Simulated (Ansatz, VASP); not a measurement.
# One calculation of TiCo, two programs

Contents of INCAR:

```
  ALGO = Normal
  EDIFF = 1E-7
  ENCUT = 520
  GGA = PE
  ISIF = 2
  ISMEAR = -1
  ISPIN = 2
  LASPH = T
  LCHARG = F
  LMAXMIX = 4
  LORBIT = 11
  LREAL = F
  LWAVE = F
  MAGMOM = 2 1
  NBANDS = 22
  NELM = 120
  PREC = Accurate
  SIGMA = 0.05
```

Contents of KPOINTS:

```
k-points
0
Gamma
  9 9 9
```

The input POSCAR:

```
TiCo
1.0
    3.0254064304      0.0000000000      0.0000000000
    0.0000000000      3.0254064304      0.0000000000
    0.0000000000      0.0000000000      3.0254064304
Co Ti
1 1
Direct
    0.5000000000      0.5000000000      0.5000000000
    0.0000000000      0.0000000000      0.0000000000
```

Contents of input.yaml:

```yaml
crystal:
  lattice:
    - [3.0254064304, 0.0, 0.0]
    - [0.0, 3.0254064304, 0.0]
    - [0.0, 0.0, 3.0254064304]
  atoms:
    - { symbol: Co, position: [0.5, 0.5, 0.5], spin: 2.0 }
    - { symbol: Ti, position: [0.0, 0.0, 0.0], spin: 1.0 }
hamiltonian:
  xc: pbe
  pseudopotentials: { kind: paw }
magnetization:
  spin_polarized: true
kpoints:
  mp_grid: { grid: [9, 9, 9] }
scf:
  occupations: { method: fermi_dirac, width: 0.05 }
output:
  forces: true
  stress: true
  eigenvalues: true
```

Change from the starting cell: volume scaled by 1.04.

Alike in both runs: task single point; functional PBE; k mesh 9 × 9 × 9; occupations fermi-dirac, width 0.05 eV; collinear spin, ferromagnetic start.

|  | VASP | Ansatz |
| --- | --- | --- |
| version | VASP 6.6.1 | Ansatz 0.2.0 |
| potentials or method | VASP PAW PBE potentials, release 64 (Co, Ti_sv) | Ansatz PAW |
| plane-wave cutoff (eV) | 520 | 420 |
| valence electrons in the cell | 21 | 29 |

|  | VASP | Ansatz | Ansatz less VASP |
| --- | --- | --- | --- |
| gap on the k mesh at the Fermi level (eV) | none | none | - |
| pressure (GPa) | -6.8 | -6.4 | +0.36 |
| net moment per atom (μB) | 0.42 | 0.43 | +0.005 |
| size of the moment on the site where the two differ most (μB) | 0.96 | 1.00 | +0.035 |

Site moments also hang on the region over which each program counts them. A gap of «none» marks a metal or a gap that the smearing closes. The two sets of potentials don't hold the same shells in valence.
